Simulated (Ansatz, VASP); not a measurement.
**Co: VASP beside Ansatz**

INCAR

```
PREC = Accurate
ENCUT = 520
EDIFF = 1E-6
ISMEAR = -1
SIGMA = 0.05
LREAL = False
LASPH = True
NELM = 150
ALGO = Normal
ISIF = 2
LWAVE = False
LCHARG = False
ISPIN = 2
MAGMOM = 2
LORBIT = 11
LMAXMIX = 4
GGA = PE
NBANDS = 14
```

The input KPOINTS:

```
regular mesh
0
Gamma
  18 18 18
```

Contents of POSCAR:

```
Co
1.0
    0.0000000000      1.7566572351      1.7566572351
    1.7566572351      0.0000000000      1.7566572351
    1.7566572351      1.7566572351      0.0000000000
Co
1
Direct
    0.0000000000      0.0000000000      0.0000000000
```

Input for Ansatz:

```yaml
crystal:
  lattice:
    - [0.0, 1.7566572351, 1.7566572351]
    - [1.7566572351, 0.0, 1.7566572351]
    - [1.7566572351, 1.7566572351, 0.0]
  atoms:
    - { symbol: Co, position: [0.0, 0.0, 0.0], spin: 2.0 }
magnetization:
  spin_polarized: true
kpoints:
  mp_grid: { grid: [18, 18, 18] }
  band_path:
    path:
      - [0.0, 0.0, 0.0]
      - [0.5, 0.0, 0.5]
      - [0.625, 0.25, 0.625]
      - [0.375, 0.375, 0.75]
      - [0.0, 0.0, 0.0]
      - [0.5, 0.5, 0.5]
      - [0.5, 0.25, 0.75]
      - [0.5, 0.0, 0.5]
    npoints: 5
scf:
  occupations: { method: fermi_dirac, width: 0.05 }
hamiltonian:
  xc: pbe
  pseudopotentials:
    kind: all_electron
    lapw: { basis_error: 0.001 }
    relativity: none
output:
  forces: true
  stress: true
  eigenvalues: true
```

Alike in both runs: task single point; functional PBE; k mesh 18 × 18 × 18; occupations fermi-dirac, width 0.05 eV; collinear spin.

```csv
,VASP,Ansatz
version,VASP 6.6.1,Ansatz 0.2.0
potentials or method,"VASP PAW PBE potentials, release 64 (Co)","all-electron LAPW, non-relativistic"
plane-wave cutoff (eV),520,see its input
```

|  | VASP | Ansatz | Ansatz less VASP |
| --- | --- | --- | --- |
| pressure (GPa) | 0.4 | 5.0 | +4.52 |
| net moment per atom (μB) | 1.63 | 1.62 | -0.005 |
| size of the moment on the site where the two differ most (μB) | 1.64 | 1.67 | +0.028 |

Site moments also hang on the region over which each program counts them. One of these differences is far larger than is usual between the two programs; its cause wasn't traced. Ansatz ran all-electron here, so the differences hold the error of VASP's frozen core and of both bases.
